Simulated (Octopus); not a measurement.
# GaSb (F-43m) in Octopus: reference runs

How does GaSb come out in PBEsol? The cell is run as given.

Program: Octopus 16.4. These are calculated values, not measurements. Logs are shortened: lines on timing, memory, paths and dates and some standing lists are left out, and cuts for length are marked.

**The experiment to reproduce.**

A printed reference work, data compilation reports, for a bulk crystal of GaSb at 4.2 K: band gap 0.811 eV (direct).

The runs below are set against these values where they give the same quantity.

## 1. The crystal as given

The structure is cubic, space group F-43m (No. 216). Conventional cell: a = 6.118 Å, b = 6.118 Å, c = 6.118 Å, α = 90.00°, β = 90.00°, γ = 90.00°. Sb (site symmetry -43m) has 4 Ga at 2.65 Å as nearest neighbours. Ga (site symmetry -43m) is surrounded by 4 Sb at 2.65 Å.

## 2. Single point, PBEsol

File inp:

```
CalculationMode = gs
UnitsOutput = eV_Angstrom
PeriodicDimensions = 3
ExperimentalFeatures = yes
PseudopotentialSet = pseudodojo_pbesol
%LatticeParameters
 1*angstrom | 1*angstrom | 1*angstrom
%
%LatticeVectors
 0 | 3.059 | 3.059
 3.059 | 0 | 3.059
 3.059 | 3.059 | 0
%
%ReducedCoordinates
 "Sb" | 0.75 | 0.75 | 0.75
 "Ga" | 0 | 0 | 0
%
%Spacing
 0.13518998*angstrom | 0.13518998*angstrom | 0.13518998*angstrom
%
DerivativesOrder = 8
%KPointsGrid
 8 | 8 | 8
%
KPointsUseSymmetries = yes
XCFunctional = gga_x_pbe_sol + gga_c_pbe_sol
SmearingFunction = fermi_dirac
Smearing = 0.05*eV
ExtraStates = 6
Eigensolver = chebyshev_filter
ConvRelDens = 3e-7
MaximumIter = 120
```

Potentials or basis: pseudodojo_pbesol (PseudoDojo 0.4, PBEsol).

Run with:

```
OMP_NUM_THREADS=1 octopus > out.log
```

out.log:

```text
Running octopus

Version                : 16.4
Optional libraries     :

************************** Calculation Mode **************************
Input: [CalculationMode = gs]
**********************************************************************

Input: [SpinComponents = unpolarized]

******************************* Space ********************************
Octopus will run in 3 dimension(s).
Octopus will treat the system as periodic in 3 dimension(s).
**********************************************************************

Input: [AllElectronType = no]
Input: [PseudopotentialSet = pseudodojo_pbesol]
Reading Coordinates from ReducedCoordinates block

****************************** Species *******************************
  Species 'Sb'
    type             : pseudopotential
    file             : 'Sb.upf'
    file format      : UPF2
    valence charge   : 15.0
    atomic number    :  51
    form on file     : kleinman-bylander
    lmax             : 2
    llocal           : -1
    projectors per l : 2
    total projectors : 6
    application form : kleinman-bylander
    orbitals         :  9
    bound orbitals   :  9

  Species 'Ga'
    type             : pseudopotential
    file             : 'Ga.upf'
    file format      : UPF2
    valence charge   : 13.0
    atomic number    :  31
    form on file     : kleinman-bylander
    lmax             : 2
    llocal           : -1
    projectors per l : 2
    total projectors : 6
    application form : kleinman-bylander
    orbitals         :  9
    bound orbitals   :  9

**********************************************************************

***************************** Symmetries *****************************
Space group No.  216
International: F-43m
Schoenflies: Td^2
Info: The system has    24 symmorphic symmetries that can be used.
  Index                Rotation matrix                      Fractional translations
    1 :     1   0   0     0   1   0     0   0   1      0.000000    0.000000    0.000000
    2 :     0   0  -1     1   0  -1     0   1  -1      0.000000    0.000000    0.000000
    3 :     0  -1   1     0  -1   0     1  -1   0      0.000000    0.000000    0.000000
    4 :    -1   1   0    -1   0   1    -1   0   0      0.000000    0.000000    0.000000
    5 :    -1   0   0    -1   0   1    -1   1   0      0.000000    0.000000    0.000000
    6 :     1  -1   0     0  -1   0     0  -1   1      0.000000    0.000000    0.000000
[... 16 lines left out ...]
   23 :     1   0  -1     0   0  -1     0   1  -1      0.000000    0.000000    0.000000
   24 :     0  -1   1     1  -1   0     0  -1   0      0.000000    0.000000    0.000000
Info: The system also has     0 nonsymmorphic symmetries (not used for electrons).
**********************************************************************

Input: [CurvMethod = curv_affine]
Input: [DerivativesStencil = stencil_stargeneral]

****************************** Lattice *******************************
  Lattice Vectors [A]
    0.000000    3.059000    3.059000
    3.059000    0.000000    3.059000
    3.059000    3.059000    0.000000
  Cell volume =            57.2491 [A^3]
  Reciprocal-Lattice Vectors [A^-1]
   -1.027000    1.027000    1.027000
    1.027000   -1.027000    1.027000
    1.027000    1.027000   -1.027000
  Cell angles [degree]
    alpha =   60.000
    beta  =   60.000
    gamma =   60.000
**********************************************************************
[... 118 lines left out ...]
Info: No restart information will be read.

** Warning:
**   Unable to read wavefunctions.
**   Starting from scratch!

**************************** Eigensolver *****************************
Input: [Eigensolver = chebyshev_filter]
Input: [SubspaceDiagonalization = standard]
**********************************************************************

Input: [MixField = potential] (what to mix during SCF cycles)
Input: [MixingScheme = broyden]
Info: Mixing uses    4 steps and restarts after   20 steps.
Input: [LCAOStart = lcao_states]
Input: [LCAOScaleFactor = 1.000]
Input: [LCAOMaximumOrbitalRadius = 10.58 A]

** Warning:
**   Cannot do LCAO for all states because there are not enough atomic orbitals.
**   Required: 20. Available: 18. 2 orbitals will be randomized.

Info: Unnormalized total charge =     28.008272
Info: Renormalized total charge =     28.000000

** Warning:
**   Symmetrization discrepancy ratio (scalar) =  2.02125E-06

Info: Setting up Hamiltonian.
Info: Performing initial LCAO calculation with     18 orbitals.
Info: Getting Hamiltonian matrix elements.

Eigenvalues [eV]
 #st  Spin   Eigenvalue      Occupation
#k =       1, k = (  0.000000,  0.000000,  0.000000)
   1   --   -25.582643       2.000000
   2   --   -25.582643       2.000000
   3   --   -25.582456       2.000000
   4   --   -25.547235       2.000000
   5   --   -25.547235       2.000000
   6   --   -11.273109       2.000000
[... 10 lines left out ...]
  17   --     6.627905       1.943641
  18   --     6.627905       1.943641
#k =       2, k = (  0.125000,  0.000000,  0.000000)
   1   --   -25.317958       2.000000
   2   --   -25.317380       2.000000
   3   --   -24.954118       2.000000
   4   --   -24.953705       2.000000
   5   --   -24.861406       2.000000
   6   --   -10.956173       2.000000
[... 10 lines left out ...]
  17   --     7.021073       0.026179
  18   --     7.690016       0.000000
[... 27 further k-points ...]
Fermi energy =     6.804934 eV
Generating random wavefunctions for states       19 and above
Orthogonalizing wavefunctions.
Info: Ground-state restart information will be written to 'restart/gs'.
Info: SCF using complex wavefunctions.
Info: Starting SCF iteration.

** Warning:
**   Symmetrization discrepancy ratio (scalar) =  4.09196E-03

*********************** SCF CYCLE ITER #    1 ************************
 etot  = -4.54993064E+03 abs_ev   =  1.43E+02 rel_ev   =  3.75E-01
 ediff =        1.67E+02 abs_dens =  1.24E+00 rel_dens =  4.44E-02
Matrix vector products: 725
Converged eigenvectors: 0

#  State  KPoint  Eigenvalue [eV]  Occupation    Error
      1      29      -25.589326    2.000000   ( 4.4E-04)
      1      24      -25.588881    2.000000   ( 3.4E-04)
      1      26      -25.588581    2.000000   ( 8.7E-04)
      1      28      -25.588026    2.000000   ( 1.9E-03)
      1      14      -25.587855    2.000000   ( 4.9E-04)
      1      10      -25.587807    2.000000   ( 2.8E-04)
      1      21      -25.587721    2.000000   ( 4.6E-04)
      1      25      -25.587140    2.000000   ( 1.7E-03)
[... 23 lines left out ...]
     20      23       15.113360    0.000000   ( 1.0E-01)
     20      29       15.346299    0.000000   ( 1.2E-01)
     20      20       15.550832    0.000000   ( 1.3E-01)
     20      26       15.713105    0.000000   ( 1.4E-01)
     20      13       15.744308    0.000000   ( 1.8E-01)
     20      28       16.623087    0.000000   ( 1.4E-01)
     20      27       16.710446    0.000000   ( 1.4E-01)
     20      25       17.533084    0.000000   ( 1.4E-01)

Density of states:

%----------------------%----------------------------------------------
%----------------------%----------------------------------------------
%----------------------%----------------------------------------------
%----------------------%----------------------------------------------
%----------------------%----------------------------------------------
%----------------------%----------------------------------------------
%----------------------%----------------------------------------------
%----------------------%----------------------------------------------
%----------------------%----------------------------------------------
%----------------------%------%%----%----%%%%----%%-%%%%%-%%-%%-%-----
                                              ^

Fermi energy =     3.207937 eV

**********************************************************************

*********************** SCF CYCLE ITER #    2 ************************
 etot  = -4.54746564E+03 abs_ev   =  3.62E-01 rel_ev   =  9.48E-04
 ediff =        9.06E-02 abs_dens =  1.74E-01 rel_dens =  6.21E-03
Matrix vector products: 725
Converged eigenvectors: 0
[... 163 lines left out ...]
*********************** SCF CYCLE ITER #   16 ************************
 etot  = -4.54824510E+03 abs_ev   =  2.58E-04 rel_ev   =  6.72E-07
 ediff =        1.19E-05 abs_dens =  5.92E-06 rel_dens =  2.11E-07
Matrix vector products: 725
Converged eigenvectors: 0

#  State  KPoint  Eigenvalue [eV]  Occupation    Error
      1      29      -25.423227    2.000000   ( 8.8E-08)
      1      24      -25.422786    2.000000   ( 8.7E-08)
      1      26      -25.422489    2.000000   ( 8.8E-08)
      1      28      -25.421970    2.000000   ( 8.9E-08)
      1      14      -25.421766    2.000000   ( 9.0E-08)
      1      10      -25.421723    2.000000   ( 1.1E-07)
      1      21      -25.421622    2.000000   ( 9.1E-08)
      1      25      -25.421100    2.000000   ( 1.1E-07)
[... 23 lines left out ...]
     20      16       13.518552    0.000000   ( 3.1E-02)
     20      27       13.576550    0.000000   ( 2.7E-02)
     20      28       13.688703    0.000000   ( 2.6E-02)
     20      17       13.806825    0.000000   ( 2.9E-02)
     20      26       14.099945    0.000000   ( 2.2E-02)
     20      29       14.127551    0.000000   ( 2.7E-02)
     20      23       14.146771    0.000000   ( 3.1E-02)
     20      24       14.419191    0.000000   ( 2.1E-02)

Density of states:

%-----------------------%---------------------------------------------
%-----------------------%---------------------------------------------
%-----------------------%---------------------------------------------
%-----------------------%---------------------------------------------
%-----------------------%---------------------------------------------
%-----------------------%---------------------------------------------
%-----------------------%---------------------------------------------
%-----------------------%---------------------------------------------
%-----------------------%---------------------------------------------
%-----------------------%--------%%----%----%%%%%---%%%-%%%%-%%%%%----
                                                  ^

Fermi energy =     3.391471 eV

**********************************************************************

Info: SCF converged in   16 iterations

** Warning:
**   Some of the states are not fully converged!

Info: Number of matrix-vector products:      11600
Info: Finished writing information to 'restart/gs'.

Octopus emitted 20 warnings.
```

Wall time 14 min (1 thread of AMD EPYC, shared host); peak memory 1 GiB.

What came out:

```
Free energy            : -4548.2454 eV
Band gap on the k mesh : none (metal or under the smearing width)
```

Caveat: this crystal is a semiconductor, whose small gap the functional closes, so the metal is an error of the method.

## 3. Comparison with measurements

Step 2. A measured gap of GaSb is 0.811 eV (direct; 4.2 K; a printed reference work, data compilation); the calculated 0.00 eV misses it by -0.81 eV. Spin-orbit coupling on Ga, Sb is left out. The value is that of PBEsol on a finite k mesh, which can miss the band edges, without temperature or zero-point motion. Semilocal functionals fall short of measured gaps as a rule.
